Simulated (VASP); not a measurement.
# InAs (F-43m) in VASP: notebook

The runs below take InAs through single point, with PBE.

Program: VASP 6.6.1. These are calculated values, not measurements. Logs are shortened: lines on timing, memory, paths and dates and some standing lists are left out, and cuts for length are marked.

**The experiment to reproduce.**

From a printed reference work, data compilation, for a bulk crystal of InAs at 4.2 K: band gap 0.418 eV (direct).

The runs below are set against these values where they give the same quantity.

## 1. The cell of the first run

It takes space group F-43m (No. 216, cubic). The conventional cell has a = 6.186 Å, b = 6.186 Å, c = 6.186 Å, α = 90.00°, β = 90.00°, γ = 90.00°. Within 3.5 Å of In (site symmetry -43m) lie 4 As at 2.68 Å. As (site symmetry -43m) has 4 In at 2.68 Å within 3.5 Å.

## 2. Single point, PBE

Contents of INCAR:

```
SYSTEM = InAs
PREC = Accurate
ENCUT = 520
EDIFF = 1E-6
ISMEAR = 0
SIGMA = 0.05
LREAL = .FALSE.
LASPH = .TRUE.
NELM = 80
ALGO = Normal
ISIF = 2
LWAVE = .FALSE.
LCHARG = .FALSE.
GGA = PE
NBANDS = 16
```

Contents of KPOINTS:

```
Automatic mesh
0
G
  10 10 10
  0 0 0
```

Contents of POSCAR:

```
InAs
1.0
    0.0000000000      3.0931234142      3.0931234142
    3.0931234142      0.0000000000      3.0931234142
    3.0931234142      3.0931234142      0.0000000000
In As
1 1
Direct
    0.0000000000      0.0000000000      0.0000000000
    0.7500000000      0.7500000000      0.7500000000
```

Potentials or basis: VASP PAW PBE potentials, release 64 (In_d, As).

The run is started by

```sh
cat potpaw_PBE.64/In_d/POTCAR potpaw_PBE.64/As/POTCAR > POTCAR
mpirun -np 1 vasp_std > vasp.out
```

OUTCAR:

```text
SYSTEM = InAs
   PREC = Accurate
   ENCUT = 520
   EDIFF = 1E-6
   ISMEAR = 0
   LREAL = .FALSE.
   LASPH = .TRUE.
   NELM = 80
   ISIF = 2
   GGA = PE

 ion  position               nearest neighbor table
   1  0.000  0.000  0.000-   2 2.68   2 2.68   2 2.68   2 2.68
   2  0.750  0.750  0.750-   1 2.68   1 2.68   1 2.68   1 2.68

  LATTYP: Found a face centered cubic cell.
 ALAT       =     6.1862468284

  Lattice vectors:

 A1 = (   0.0000000000,   3.0931234142,   3.0931234142)
 A2 = (   3.0931234142,   0.0000000000,   3.0931234142)
 A3 = (   3.0931234142,   3.0931234142,   0.0000000000)

Analysis of symmetry for initial positions (statically):
=====================================================================
 Subroutine PRICEL returns:
 Original cell was already a primitive cell.

 Routine SETGRP: Setting up the symmetry group for a
 face centered cubic supercell.

 Subroutine GETGRP returns: Found 24 space group operations
 (whereof 24 operations were pure point group operations)
 out of a pool of 48 trial point group operations.

The static configuration has the point symmetry T_d .

Analysis of symmetry for dynamics (positions and initial velocities):
=====================================================================
 Subroutine PRICEL returns:
 Original cell was already a primitive cell.

 Routine SETGRP: Setting up the symmetry group for a
 face centered cubic supercell.

 Subroutine GETGRP returns: Found 24 space group operations
 (whereof 24 operations were pure point group operations)
 out of a pool of 48 trial point group operations.

The dynamic configuration has the point symmetry T_d .

 Subroutine INISYM returns: Found 24 space group operations
 (whereof 24 operations are pure point group operations),
 and found     1 'primitive' translations

----------------------------------------------------------------------------------------

                                     Primitive cell

  volume of cell :      59.1864

  direct lattice vectors                    reciprocal lattice vectors
     0.000000000  3.093123414  3.093123414    -0.161648901  0.161648901  0.161648901
     3.093123414  0.000000000  3.093123414     0.161648901 -0.161648901  0.161648901
     3.093123414  3.093123414  0.000000000     0.161648901  0.161648901 -0.161648901

  length of vectors
     4.374337082  4.374337082  4.374337082     0.279984109  0.279984109  0.279984109

  position of ions in fractional coordinates (direct lattice)
     0.000000000  0.000000000  0.000000000
     0.750000000  0.750000000  0.750000000

  ion indices of the primitive-cell ions
   primitive index   ion index
                 1           1
                 2           2

----------------------------------------------------------------------------------------

 KPOINTS: Automatic mesh

Automatic generation of k-mesh.
 Grid dimensions read from file:
 generate k-points for:   10   10   10

 Generating k-lattice:

  Cartesian coordinates                     Fractional coordinates (reciprocal lattice)
    -0.016164890  0.016164890  0.016164890     0.100000000  0.000000000  0.000000000
     0.016164890 -0.016164890  0.016164890     0.000000000  0.100000000  0.000000000
     0.016164890  0.016164890 -0.016164890     0.000000000  0.000000000  0.100000000

  Length of vectors
     0.027998411  0.027998411  0.027998411

  Shift w.r.t. Gamma in fractional coordinates (k-lattice)
     0.000000000  0.000000000  0.000000000

 Subroutine IBZKPT returns following result:
 ===========================================

 Found     47 irreducible k-points:

 Following reciprocal coordinates:
            Coordinates               Weight
  0.000000  0.000000  0.000000      1.000000
  0.100000  0.000000  0.000000      8.000000
  0.200000  0.000000  0.000000      8.000000
  0.300000  0.000000  0.000000      8.000000
  0.400000  0.000000  0.000000      8.000000
  0.500000  0.000000  0.000000      4.000000
[... 16 lines left out ...]
  0.300000  0.300000  0.000000      6.000000
  0.400000  0.300000  0.000000     24.000000
 [... further k-points ...]
   k-points           NKPTS =     47   k-points in BZ     NKDIM =     47   number of bands    NBANDS=     16
   number of dos      NEDOS =    301   number of ions     NIONS =      2
   total plane-waves  NPLWV =  46656
   dimension x,y,z NGX =    36 NGY =   36 NGZ =   36
   dimension x,y,z NGXF=    72 NGYF=   72 NGZF=   72
   ions per type =               1   1
   NGX,Y,Z   is equivalent  to a cutoff of  13.68, 13.68, 13.68 a.u.
   NGXF,Y,Z  is equivalent  to a cutoff of  27.36, 27.36, 27.36 a.u.
 SYSTEM =  InAs
   PREC   = accura    normal or accurate (medium, high low for compatibility)
   ISTART =      0    job   : 0-new  1-cont  2-samecut
   ICHARG =      2    charge: 1-file 2-atom 10-const
   ISPIN  =      1    spin polarized calculation?
   LNONCOLLINEAR =      F non collinear calculations
   LSORBIT =      F    spin-orbit coupling
   LASPH  =      T    aspherical Exc in radial PAW
   ENCUT  =  520.0 eV  38.22 Ry    6.18 a.u.   8.13  8.13  8.13*2*pi/ulx,y,z
   NELM   =     80;   NELMIN=  2; NELMDL= -5     # of ELM steps
   EDIFF  = 0.1E-05   stopping-criterion for ELM
   LREAL  =      F    real-space projection
   EDIFFG = 0.1E-04   stopping-criterion for IOM
   NSW    =      0    number of steps for IOM
   IBRION =     -1    ionic relax: 0-MD 1-quasi-New 2-CG
   NFREE  =      0    steps in history (QN), initial steepest desc. (CG)
   ISIF   =      2    stress and relaxation
   ISYM   =      2    0-nonsym 1-usesym 2-fastsym
   POTIM  = 0.5000    time-step for ionic-motion
   TEBEG  =    0.0;   TEEND  =   0.0 temperature during run
   PSTRESS=    0.0 pullay stress
   NELECT =      18.0000    total number of electrons
   NUPDOWN=      -1.0000    fix difference up-down
   EMIN   =  10.00;   EMAX   =-10.00  energy-range for DOS
   EFERMI =   0.00;   METHOD = LEGACY
   ISMEAR =     0;   SIGMA  =   0.05  broadening in eV -4-tet -1-fermi 0-gaus
   EFERMI_NEDOS =   21; number of points for ismear=-14 and -15
   IALGO  =     38    algorithm
   IMIX   =      4    mixing-type and parameters
     AMIX     =   0.40;   BMIX     =  1.00
     AMIX_MAG =   1.60;   BMIX_MAG =  1.00
  volume/ion in A,a.u.               =      29.59       199.70
  Fermi-wavevector in a.u.,A,eV,Ry     =   1.100927  2.080450 16.490801  1.212040
  Thomas-Fermi vector in A             =   2.237346
   LORBIT       =      0    0 simple, 1 ext, 2 COOP (PROOUT), +10 PAW based schemes
   GGA     = PE    functional components
   LHFCALC =     F    Hartree Fock is set to
   AEXX    =    0.0000 exact exchange contribution
   IVDW    =     0    specifies the selected vdW correction
   LEPSILON=     F    determine dielectric tensor
   LRPA    =     F    only Hartree local field effects (RPA)
 non-spin polarized calculation
 Gauss-broadening in eV      SIGMA  =   0.05
  energy-cutoff  :      520.00
  volume of cell :       59.19
 maximum number of plane-waves:      1639
 NGX is ok and might be reduce to    36
   NGX = 17   NGY = 17   NGZ = 17

 number of electron      17.9999997 magnetization

 Free energy of the ion-electron system (eV)
  ---------------------------------------------------
  ext. energy  EPLUGINS =         0.00000000
  ---------------------------------------------------
  free energy    TOTEN  =        -7.71901583 eV

  energy without entropy =       -7.71893816  energy(sigma->0) =       -7.71897699

 E-fermi :   3.8573     XC(G=0):  -8.7970

 val. band max:        3.8419811596   @ k =   0.0000   0.0000   0.0000
 cond. band min:       4.5882295084   @ k =   0.1000   0.0000   0.0000
 fundamental gap:      0.7462483488
 Fermi energy:         3.8572795105

 k-point     1 :       0.0000    0.0000    0.0000
  band No.  band energies     occupation
      1     -10.4253      2.00000
      2     -10.4253      2.00000
      3     -10.4253      2.00000
      4     -10.3255      2.00000
      5     -10.3255      2.00000
      6      -7.6003      2.00000
[... 8 lines left out ...]
     15      13.3474      0.00000
     16      13.3474      0.00000

 k-point     2 :       0.1000    0.0000    0.0000
  band No.  band energies     occupation
      1     -10.4348      2.00000
      2     -10.4223      2.00000
      3     -10.4223      2.00000
      4     -10.3255      2.00000
      5     -10.3255      2.00000
      6      -7.5086      2.00000
[... 8 lines left out ...]
     15      12.7067      0.00000
     16      12.7067      0.00000

 k-point     3 :       0.2000    0.0000    0.0000
  band No.  band energies     occupation
      1     -10.4591      2.00000
      2     -10.4149      2.00000
      3     -10.4149      2.00000
      4     -10.3251      2.00000
      5     -10.3251      2.00000
      6      -7.2490      2.00000
[... 8 lines left out ...]
     15      12.2728      0.00000
     16      12.2728      0.00000

 k-point     4 :       0.3000    0.0000    0.0000
  band No.  band energies     occupation
      1     -10.4877      2.00000
      2     -10.4071      2.00000
      3     -10.4071      2.00000
      4     -10.3233      2.00000
      5     -10.3233      2.00000
      6      -6.8742      2.00000
[... 8 lines left out ...]
     15      12.5289      0.00000
     16      12.5289      0.00000
[... 324 lines left out ...]
 k-point    22 :      -0.2000    0.2000    0.0000
  band No.  band energies     occupation
      1     -10.4972      2.00000
      2     -10.4027      2.00000
      3     -10.4003      2.00000
      4     -10.3284      2.00000
      5     -10.3215      2.00000
      6      -6.7456      2.00000
[... 8 lines left out ...]
     15      13.3835      0.00000
     16      14.1207      0.00000

 k-point    23 :       0.3000    0.3000    0.0000
  band No.  band energies     occupation
      1     -10.5233      2.00000
      2     -10.3843      2.00000
      3     -10.3843      2.00000
      4     -10.3430      2.00000
      5     -10.3136      2.00000
      6      -6.6275      2.00000
[... 8 lines left out ...]
     15      14.2728      0.00000
     16      15.2961      0.00000

 k-point    24 :       0.4000    0.3000    0.0000
  band No.  band energies     occupation
      1     -10.5395      2.00000
      2     -10.3784      2.00000
      3     -10.3766      2.00000
      4     -10.3451      2.00000
      5     -10.3118      2.00000
      6      -6.3272      2.00000
[... 8 lines left out ...]
     15      14.7127      0.00000
     16      15.4794      0.00000

 [... further k-points ...]

------------------------ aborting loop because EDIFF is reached ----------------------------------------

  FORCE on cell =-STRESS in cart. coord.  units (eV):
  Direction    XX          YY          ZZ          XY          YZ          ZX
  --------------------------------------------------------------------------------------
  -------------------------------------------------------------------------------------
  Total        0.0175515      0.0175515      0.0175515     -0.0000000     -0.0000000      0.0000000
  in kB        0.4751205      0.4751205      0.4751205     -0.0000000     -0.0000000      0.0000000
  external PRESSURE =       0.4751205 kB  Pullay stress =       0.0000000 kB

 VOLUME and BASIS-vectors are now :
 -----------------------------------------------------------------------------
  energy-cutoff  :      520.00
  volume of cell :       59.19
      direct lattice vectors                 reciprocal lattice vectors
     0.000000000  3.093123414  3.093123414    -0.161648901  0.161648901  0.161648901
     3.093123414  0.000000000  3.093123414     0.161648901 -0.161648901  0.161648901
     3.093123414  3.093123414  0.000000000     0.161648901  0.161648901 -0.161648901

 POSITION                                       TOTAL-FORCE (eV/Angst)
 -----------------------------------------------------------------------------------
      0.00000      0.00000      0.00000        -0.000000     -0.000000     -0.000000
      4.63969      4.63969      4.63969         0.000000      0.000000      0.000000
 -----------------------------------------------------------------------------------
    total drift:                                0.000000      0.000000      0.000000

  FREE ENERGIE OF THE ION-ELECTRON SYSTEM (eV)
  ---------------------------------------------------
  free  energy   TOTEN  =        -7.7190158262 eV

  energy  without entropy=       -7.7189381615  energy(sigma->0) =       -7.71897699
```

Run time: 80 s. Hardware: 1 thread of Intel Xeon 8259CL, shared host; peak memory 0.23 GiB.

What came out:

| Property | Result |
| --- | --- |
| Free energy | -7.7190 eV |
| Pressure | 0.0 GPa |
| Band gap on the k mesh | zero (filled and empty bands touch) |

Levels at points of the mesh, in eV from the Fermi level:
```tsv
k point	band 5	band 6	band 7	band 8	band 9	band 10	band 11	band 12	band 13	band 14
(0.00, 0.00, 0.00)	-14.18	-11.46	-0.56	-0.02	-0.02	-0.02	3.86	3.86	3.86	7.26
(0.50, 0.00, 0.00)	-14.18	-10.19	-5.45	-0.91	-0.91	0.80	4.62	4.62	6.74	8.68
(0.50, 0.50, 0.00)	-14.16	-9.72	-5.57	-2.12	-2.12	1.64	2.03	8.74	8.79	8.79
```

Caveat: spin-orbit coupling is left out, which moves the levels of the heavy elements.

## 3. Single point, PBE (volume scaled by 1.020)

Contents of INCAR:

```
SYSTEM = InAs
PREC = Accurate
ENCUT = 520
EDIFF = 1E-6
ISMEAR = 0
SIGMA = 0.05
LREAL = .False.
LASPH = .True.
NELM = 80
ALGO = Normal
ISIF = 2
LWAVE = .False.
LCHARG = .True.
GGA = PE
LELF = .True.
LVHAR = .True.
NBANDS = 16
```

Contents of KPOINTS:

```
Automatic mesh
0
Gamma
  10 10 10
  0 0 0
```

Contents of POSCAR:

```
InAs
1.0
    0.0000000000      3.1136082722      3.1136082722
    3.1136082722      0.0000000000      3.1136082722
    3.1136082722      3.1136082722      0.0000000000
In As
1 1
Direct
    0.0000000000      0.0000000000      0.0000000000
    0.7500000000      0.7500000000      0.7500000000
```

Potentials or basis: VASP PAW PBE potentials, release 64 (In_d, As).

The run is started by

```sh
cat potpaw_PBE.64/In_d/POTCAR potpaw_PBE.64/As/POTCAR > POTCAR
mpirun -np 1 vasp_std > vasp.out
```

Wall time 85 s (1 thread of Intel Xeon 8259CL, shared host); peak memory 0.23 GiB.

The run converged. Its results:

| Item | Value |
| --- | --- |
| Free energy | -7.7161 eV |
| Pressure | -0.9 GPa |
| Band gap on the k mesh | zero (filled and empty bands touch) |

Levels at points of the mesh, in eV from the Fermi level:
| k point | band 7 | band 8 | band 9 | band 10 | band 11 | band 12 |
| --- | --- | --- | --- | --- | --- | --- |
| (0.00, 0.00, 0.00) | -0.66 | -0.02 | -0.02 | -0.02 | 3.85 | 3.85 |
| (0.50, 0.00, 0.00) | -5.36 | -0.88 | -0.88 | 0.76 | 4.60 | 4.60 |
| (0.50, 0.50, 0.00) | -5.49 | -2.06 | -2.06 | 1.67 | 2.02 | 8.62 |

Caveat: spin-orbit coupling is left out, which moves the levels of the heavy elements.

## 4. Single point, PBE (volume scaled by 1.040)

Contents of INCAR:

```
  PREC = Accurate
  ENCUT = 520
  EDIFF = 1E-7
  ISMEAR = 0
  SIGMA = 0.05
  LREAL = F
  LASPH = T
  NELM = 60
  ALGO = Normal
  ISIF = 2
  LWAVE = F
  LCHARG = F
  GGA = PE
  NBANDS = 16
```

Contents of KPOINTS:

```
Automatic mesh
0
Gamma
  10 10 10
```

Contents of POSCAR:

```
InAs
1.0
    0.0000000000      3.1338270743      3.1338270743
    3.1338270743      0.0000000000      3.1338270743
    3.1338270743      3.1338270743      0.0000000000
In As
1 1
Direct
    0.0000000000      0.0000000000      0.0000000000
    0.7500000000      0.7500000000      0.7500000000
```

The run is started by

```sh
cat potpaw_PBE.64/In_d/POTCAR potpaw_PBE.64/As/POTCAR > POTCAR
mpirun -np 1 vasp_std > vasp.out
```

Wall time 90 s (1 thread of Intel Xeon 8259CL, shared host); peak memory 0.23 GiB.

It converged, with:

| Item | Value |
| --- | --- |
| Free energy | -7.7068 eV |
| Pressure | -1.7 GPa |
| Band gap on the k mesh | zero (filled and empty bands touch) |

Levels at points of the mesh, in eV from the Fermi level:
| k point | band 7 | band 8 | band 9 | band 10 | band 11 | band 12 |
| --- | --- | --- | --- | --- | --- | --- |
| (0.00, 0.00, 0.00) | -0.75 | -0.02 | -0.02 | -0.02 | 3.83 | 3.83 |
| (0.50, 0.00, 0.00) | -5.28 | -0.86 | -0.86 | 0.72 | 4.59 | 4.59 |
| (0.50, 0.50, 0.00) | -5.42 | -2.00 | -2.00 | 1.70 | 2.00 | 8.51 |

Caveat: spin-orbit coupling is left out, which moves the levels of the heavy elements.

## 5. Single point, PBE

Contents of INCAR:

```
SYSTEM = InAs
PREC = Accurate
ENCUT = 520
EDIFF = 1E-6
ISMEAR = 0
SIGMA = 0.05
LREAL = .FALSE.
LASPH = .TRUE.
NELM = 60
ALGO = Normal
ISIF = 2
LWAVE = .FALSE.
LCHARG = .TRUE.
GGA = PE
LELF = .TRUE.
LVHAR = .TRUE.
NBANDS = 16
```

Contents of KPOINTS:

```
Automatic mesh
0
G
  12 12 12
  0 0 0
```

Contents of POSCAR:

```
InAs
1.0
    0.0000000000      3.0931234142      3.0931234142
    3.0931234142      0.0000000000      3.0931234142
    3.0931234142      3.0931234142      0.0000000000
In As
1 1
Direct
    0.0000000000      0.0000000000      0.0000000000
    0.7500000000      0.7500000000      0.7500000000
```

The run is started by

```sh
cat potpaw_PBE.64/In_d/POTCAR potpaw_PBE.64/As/POTCAR > POTCAR
mpirun -np 1 vasp_std > vasp.out
```

Wall time 1.7 min (1 thread of Intel Xeon 8259CL, shared host); peak memory 0.25 GiB.

It converged, with:

| Property | Result |
| --- | --- |
| Free energy | -7.7197 eV |
| Pressure | 0.0 GPa |
| Band gap on the k mesh | zero (filled and empty bands touch) |

Levels at points of the mesh, in eV from the Fermi level:
| k point | band 6 | band 7 | band 8 | band 9 | band 10 | band 11 | band 12 | band 13 |
| --- | --- | --- | --- | --- | --- | --- | --- | --- |
| (0.00, 0.00, 0.00) | -11.46 | -0.56 | -0.02 | -0.02 | -0.02 | 3.86 | 3.86 | 3.86 |
| (0.50, 0.00, 0.00) | -10.19 | -5.45 | -0.91 | -0.91 | 0.80 | 4.62 | 4.62 | 6.74 |
| (0.50, 0.50, 0.00) | -9.72 | -5.57 | -2.12 | -2.12 | 1.64 | 2.02 | 8.74 | 8.78 |

Caveat: spin-orbit coupling is left out, which moves the levels of the heavy elements.

## 6. The runs side by side

```csv
cell,k mesh,gap on the mesh (eV),pressure (GPa)
"a = 4.374 Å, angles 60.0°, 2 atoms",10 × 10 × 10,none,0.0
"a = 4.403 Å, angles 60.0°, 2 atoms",10 × 10 × 10,none,-0.9
"a = 4.432 Å, angles 60.0°, 2 atoms",10 × 10 × 10,none,-1.7
"a = 4.374 Å, angles 60.0°, 2 atoms",12 × 12 × 12,none,0.0
```

Alike in all rows: task single point; level PBE; potentials or basis VASP PAW PBE potentials, release 64 (In_d, As); no spin polarisation; cutoff (eV) 520; smearing gaussian 0.05 eV.

Caveats: spin-orbit coupling is left out, which moves the levels of the heavy elements.

Total energies depend on the potentials used, so only differences within one code and one set of settings carry meaning.

## 7. Comparison with measurements

Step 2. Against the measured gap of InAs, 0.418 eV (direct; 4.2 K; a printed reference work, data compilation), the calculated 0.00 eV is off by -0.42 eV. Spin-orbit coupling on As, In is left out. The value is that of PBE on a finite k mesh, which can miss the band edges, without temperature or zero-point motion. Semilocal functionals fall short of measured gaps as a rule.

Step 5. A measured gap of InAs is 0.418 eV (direct; 4.2 K; a printed reference work, data compilation); the calculated 0.00 eV misses it by -0.42 eV. Spin-orbit coupling on As, In is left out. The value is that of PBE on a finite k mesh, which can miss the band edges, without temperature or zero-point motion. Semilocal functionals fall short of measured gaps as a rule.
